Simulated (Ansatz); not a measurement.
**Property card for Cs**

Theory: DFT PBEsol, scalar-relativistic, plane waves, PAW in Ansatz 0.2.0.

Settings: cutoff 420 eV, Γ-centred mesh 10×10×10 on the computed 1-atom cell, Gaussian smearing of 0.10 eV; no spin polarisation.

The structure is relaxed at this level of theory with its symmetry kept.

```cif
data_structure
_symmetry_space_group_name_H-M 'Im-3m'
_symmetry_Int_Tables_number 229
_cell_length_a 6.0103
_cell_length_b 6.0103
_cell_length_c 6.0103
_cell_angle_alpha 90.000
_cell_angle_beta 90.000
_cell_angle_gamma 90.000
_cell_volume 217.12
loop_
_atom_site_label
_atom_site_type_symbol
_atom_site_symmetry_multiplicity
_atom_site_Wyckoff_symbol
_atom_site_fract_x
_atom_site_fract_y
_atom_site_fract_z
_atom_site_occupancy
Cs1 Cs 2 a 0.00000 0.00000 0.00000 1
```

(1) Formation energy from the elements' standard states (uncorrected)?

(2) Density of states at the Fermi level?

(3) Löwdin character within 0.5 eV of the Fermi level?

(4) Bulk modulus?

(5) Its pressure derivative?

(6) Bader charges (e)?

Spin-orbit coupling is left out, which matters for the bands of heavy elements.

Results:

(1) +0.004 eV/atom.

(2) 1.48 states/eV per cell.

(3) Cs 6s 85 %, unprojected 15 %.

(4) 2.0 GPa.

(5) 3.0.

(6) Cs (1 in the cell) 0.00.